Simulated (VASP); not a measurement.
# GaN (F-43m) in VASP: a series of runs

Runs on GaN. Level: PBE+D3(BJ). Tasks: relaxation of cell and atoms.

Everything below comes from runs of VASP 6.6.1. Logs are shortened: lines on timing, memory, paths and dates and some standing lists are left out, and cuts for length are marked.

### Step 1. The structure

Symmetry: F-43m, No. 216, cubic system. Conventional cell: a = 4.507 Å, b = 4.507 Å, c = 4.507 Å, α = 90.00°, β = 90.00°, γ = 90.00°. Ga (site symmetry -43m) is surrounded by 4 N at 1.95 Å. N (site symmetry -43m) has 4 Ga at 1.95 Å as nearest neighbours.

The cell is a database's computed one.

### Step 2. Relaxation of cell and atoms, PBE+D3(BJ)

INCAR

```
SYSTEM = GaN
  ALGO = Normal
  EDIFF = 1E-6
  EDIFFG = -0.01
  ENCUT = 600
  GGA = PE
  IBRION = 2
  ISIF = 3
  ISMEAR = 0
  IVDW = 12
  LASPH = .True.
  LCHARG = .False.
  LREAL = .False.
  LWAVE = .False.
  NELM = 80
  NSW = 90
  PREC = Accurate
  SIGMA = 0.03
```

KPOINTS

```
k-points
0
Gamma
  10 10 10
  0 0 0
```

POSCAR

```
GaN
1.0
    0.0000000000      2.2535006075      2.2535006075
    2.2535006075      0.0000000000      2.2535006075
    2.2535006075      2.2535006075      0.0000000000
Ga N
1 1
Direct
    0.0000000000      0.0000000000      0.0000000000
    0.7500000000      0.7500000000      0.7500000000
```

Potentials or basis: VASP PAW PBE potentials, release 64 (Ga_d, N).

Launch:

```console
cat potpaw_PBE.64/Ga_d/POTCAR potpaw_PBE.64/N/POTCAR > POTCAR
mpirun -np 1 vasp_std > vasp.out
```

OUTCAR:

```text
SYSTEM = GaN
   EDIFF = 1E-6
   EDIFFG = -0.01
   ENCUT = 600
   GGA = PE
   IBRION = 2
   ISIF = 3
   ISMEAR = 0
   IVDW = 12
   LASPH = .True.
   LREAL = .False.
   NELM = 80
   NSW = 90
   PREC = Accurate
 IVDW          = 12

 ion  position               nearest neighbor table
   1  0.000  0.000  0.000-   2 1.95   2 1.95   2 1.95   2 1.95
   2  0.750  0.750  0.750-   1 1.95   1 1.95   1 1.95   1 1.95

  LATTYP: Found a face centered cubic cell.
 ALAT       =     4.5070012150

  Lattice vectors:

 A1 = (   0.0000000000,   2.2535006075,   2.2535006075)
 A2 = (   2.2535006075,   0.0000000000,   2.2535006075)
 A3 = (   2.2535006075,   2.2535006075,   0.0000000000)

Analysis of symmetry for initial positions (statically):
=====================================================================
 Subroutine PRICEL returns:
 Original cell was already a primitive cell.

 Routine SETGRP: Setting up the symmetry group for a
 face centered cubic supercell.

 Subroutine GETGRP returns: Found 24 space group operations
 (whereof 24 operations were pure point group operations)
 out of a pool of 48 trial point group operations.

The static configuration has the point symmetry T_d .

Analysis of symmetry for dynamics (positions and initial velocities):
=====================================================================
 Subroutine PRICEL returns:
 Original cell was already a primitive cell.

 Routine SETGRP: Setting up the symmetry group for a
 face centered cubic supercell.

 Subroutine GETGRP returns: Found 24 space group operations
 (whereof 24 operations were pure point group operations)
 out of a pool of 48 trial point group operations.

The dynamic configuration has the point symmetry T_d .

 Subroutine INISYM returns: Found 24 space group operations
 (whereof 24 operations are pure point group operations),
 and found     1 'primitive' translations

----------------------------------------------------------------------------------------

                                     Primitive cell

  volume of cell :      22.8877

  direct lattice vectors                    reciprocal lattice vectors
     0.000000000  2.253500607  2.253500607    -0.221877020  0.221877020  0.221877020
     2.253500607  0.000000000  2.253500607     0.221877020 -0.221877020  0.221877020
     2.253500607  2.253500607  0.000000000     0.221877020  0.221877020 -0.221877020

  length of vectors
     3.186931122  3.186931122  3.186931122     0.384302272  0.384302272  0.384302272

  position of ions in fractional coordinates (direct lattice)
     0.000000000  0.000000000  0.000000000
     0.750000000  0.750000000  0.750000000

  ion indices of the primitive-cell ions
   primitive index   ion index
[... 73 lines left out ...]
   NELM   =     80;   NELMIN=  2; NELMDL= -5     # of ELM steps
   EDIFF  = 0.1E-05   stopping-criterion for ELM
   LREAL  =      F    real-space projection
   EDIFFG = -.1E-01   stopping-criterion for IOM
   NSW    =     90    number of steps for IOM
   IBRION =      2    ionic relax: 0-MD 1-quasi-New 2-CG
   NFREE  =      1    steps in history (QN), initial steepest desc. (CG)
   ISIF   =      3    stress and relaxation
   ISYM   =      2    0-nonsym 1-usesym 2-fastsym
   POTIM  = 0.5000    time-step for ionic-motion
   TEBEG  =    0.0;   TEEND  =   0.0 temperature during run
   PSTRESS=    0.0 pullay stress
   NELECT =      18.0000    total number of electrons
   NUPDOWN=      -1.0000    fix difference up-down
   EMIN   =  10.00;   EMAX   =-10.00  energy-range for DOS
   EFERMI =   0.00;   METHOD = LEGACY
   ISMEAR =     0;   SIGMA  =   0.03  broadening in eV -4-tet -1-fermi 0-gaus
   EFERMI_NEDOS =   21; number of points for ismear=-14 and -15
   IALGO  =     38    algorithm
   IMIX   =      4    mixing-type and parameters
     AMIX     =   0.40;   BMIX     =  1.00
     AMIX_MAG =   1.60;   BMIX_MAG =  1.00
  volume/ion in A,a.u.               =      11.44        77.23
  Fermi-wavevector in a.u.,A,eV,Ry     =   1.511117  2.855596 31.068543  2.283473
  Thomas-Fermi vector in A             =   2.621216
   LORBIT       =      0    0 simple, 1 ext, 2 COOP (PROOUT), +10 PAW based schemes
   GGA     = PE    functional components
   LHFCALC =     F    Hartree Fock is set to
   AEXX    =    0.0000 exact exchange contribution
   IVDW    =    12    specifies the selected vdW correction
   LEPSILON=     F    determine dielectric tensor
   LRPA    =     F    only Hartree local field effects (RPA)
 conjugate gradient relaxation of ions
 non-spin polarized calculation
 Gauss-broadening in eV      SIGMA  =   0.03
  energy-cutoff  :      600.00
  volume of cell :       22.89
 maximum number of plane-waves:       785
 NGX is ok and might be reduce to    28
   NGX = 13   NGY = 13   NGZ = 13

--------------------------------------- Ionic step        1  -------------------------------------------

 number of electron      18.0000005 magnetization

 Free energy of the ion-electron system (eV)
  ---------------------------------------------------
  ext. energy  EPLUGINS =         0.00000000
  ---------------------------------------------------
  free energy    TOTEN  =       -12.14469597 eV

  energy without entropy =      -12.14469597  energy(sigma->0) =      -12.14469597

------------------------ aborting loop because EDIFF is reached ----------------------------------------

 Edisp (eV)   -0.50821

 E8    (eV) :    -0.2062
[... 151 lines left out ...]
--------------------------------------- Ionic step        5  -------------------------------------------

 number of electron      18.0000005 magnetization

 Free energy of the ion-electron system (eV)
  ---------------------------------------------------
  ext. energy  EPLUGINS =         0.00000000
  ---------------------------------------------------
  free energy    TOTEN  =       -12.14912970 eV

  energy without entropy =      -12.14912970  energy(sigma->0) =      -12.14912970

 E-fermi :   5.4154     XC(G=0): -11.6279

 val. band max:        5.2017873575   @ k =   0.0000   0.0000   0.0000
 cond. band min:       6.8790894370   @ k =   0.0000   0.0000   0.0000
 fundamental gap:      1.6773020795
 Fermi energy:         5.4153805655

 k-point     1 :       0.0000    0.0000    0.0000
  band No.  band energies     occupation
      1     -10.6701      2.00000
      2      -8.2343      2.00000
      3      -8.2343      2.00000
      4      -8.2343      2.00000
      5      -7.9219      2.00000
      6      -7.9219      2.00000
      7       5.2018      2.00000
      8       5.2018      2.00000
      9       5.2018      2.00000
     10       6.8791      0.00000
     11      15.4580      0.00000
     12      15.4580      0.00000
     13      15.4580      0.00000
[... 354 lines left out ...]
  band No.  band energies     occupation
      1      -9.7221      2.00000
      2      -8.1060      2.00000
      3      -8.0150      2.00000
      4      -8.0147      2.00000
      5      -7.8627      2.00000
      6      -6.9907      2.00000
      7       0.1977      2.00000
      8       2.7532      2.00000
      9       3.0732      2.00000
     10       9.6503      0.00000
     11      12.2960      0.00000
     12      15.9772      0.00000
     13      17.9974      0.00000

 [... further k-points ...]

------------------------ aborting loop because EDIFF is reached ----------------------------------------

 Edisp (eV)   -0.50437

 E8    (eV) :    -0.2046
[... 25 lines left out ...]
  FREE ENERGIE OF THE ION-ELECTRON SYSTEM (eV)
  ---------------------------------------------------
  free  energy   TOTEN  =       -12.6534970366 eV

  energy  without entropy=      -12.6534970366  energy(sigma->0) =      -12.65349704

 reached required accuracy - stopping structural energy minimisation
```

It took 44 s on 1 thread of Intel Xeon Platinum 8488C (Sapphire Rapids), shared host; peak memory 0.18 GiB.

What came out:

- Free energy: -12.6535 eV
- Relaxed volume: 11.53 Å³/atom
- Relaxed cell: a = 3.195 Å, b = 3.195 Å, c = 3.195 Å, α = 60.00°, β = 60.00°, γ = 60.00°
- Space group after relaxing (to 0.05 Å): F-43m (No. 216)
- Energy gained by relaxing: 0.3 meV/atom
- Ionic steps: 5
- Pressure after relaxing: -0.1 GPa
- Band gap on the k mesh: 1.68 eV, direct
- Dispersion energy per atom: -0.252 eV

Step by step:
| step | energy change (eV) | largest force (eV/Å) | pressure (GPa) | volume (Å³) |
| --- | --- | --- | --- | --- |
| 1 | 0.0000 | 0.0000 | 1.24 | 22.89 |
| 2 | -0.0001 | 0.0000 | -1.28 | 23.18 |
| 3 | -0.0006 | 0.0000 | 0.14 | 23.05 |
| 4 | -0.0006 | 0.0000 | -0.15 | 23.06 |
| 5 | -0.0006 | 0.0000 | -0.06 | 23.06 |

Final structure:
```xyz
2
Lattice="0.0000 2.2590 2.2590 2.2590 0.0000 2.2590 2.2590 2.2590 0.0000" Properties=species:S:1:pos:R:3 pbc="T T T"
Ga    0.0000    0.0000    0.0000
N     3.3885    3.3885    3.3885
```

### Step 3. Relaxation of cell and atoms, PBE+D3(BJ)

This run uses another cell than the first one, of 11.53 Å³/atom, 1.007 times its volume.

Edit INCAR of step 2 so:

```diff
@@ -2,4 +2,4 @@
   ALGO = Normal
-  EDIFF = 1E-6
-  EDIFFG = -0.01
+  EDIFF = 1E-7
+  EDIFFG = -0.005
   ENCUT = 600
```

KPOINTS is that of step 2.

POSCAR

```
GaN                                     
1.0
    0.0000000000      2.2590023416      2.2590023416
    2.2590023416      0.0000000000      2.2590023416
    2.2590023416      2.2590023416      0.0000000000
  Ga              N             
     1     1
Direct
     0.0000000000000000    0.0000000000000000    0.0000000000000000
     0.7500000000000000    0.7500000000000000    0.7500000000000000
```

Potentials or basis: VASP PAW PBE potentials, release 64 (Ga_d, N).

Launch:

```console
cat potpaw_PBE.64/Ga_d/POTCAR potpaw_PBE.64/N/POTCAR > POTCAR
mpirun -np 1 vasp_std > vasp.out
```

Wall time 30 s (1 thread of Intel Xeon Platinum 8488C (Sapphire Rapids), shared host); peak memory 0.17 GiB.

It converged, with:

```yaml
Free_energy: -12.6537 eV
Relaxed_volume: 11.52 Å³/atom
Relaxed_cell: a = 3.194 Å, b = 3.194 Å, c = 3.194 Å, α = 60.00°, β = 60.00°, γ = 60.00°
Space_group_after_relaxing_to_0.05_Å: F-43m (No. 216)
Energy_gained_by_relaxing: 0.0 meV/atom
Ionic_steps: 3
Pressure_after_relaxing: 0.0 GPa
Band_gap_on_the_k_mesh: 1.68 eV, direct
Dispersion_energy_per_atom: -0.252 eV
```

Final structure:
```
Ga N
1.0
     0.00000    2.25854    2.25854
     2.25854    0.00000    2.25854
     2.25854    2.25854    0.00000
Ga N
1 1
Direct
  0.00000 0.00000 0.00000
  0.75000 0.75000 0.75000
```

Levels at points of the mesh, in eV from the valence-band top:
```csv
k point,band 6,band 7,band 8,band 9,band 10,band 11,band 12,band 13
"(0.00, 0.00, 0.00)",-13.12,0.00,0.00,0.00,1.68,10.26,10.26,10.26
"(0.50, 0.00, 0.00)",-11.88,-6.99,-0.96,-0.96,4.59,8.69,10.33,10.33
"(0.50, 0.50, 0.00)",-11.45,-6.10,-2.68,-2.68,3.35,6.62,11.66,13.89
```

As with any semilocal functional, this PBE gap is likely too small.
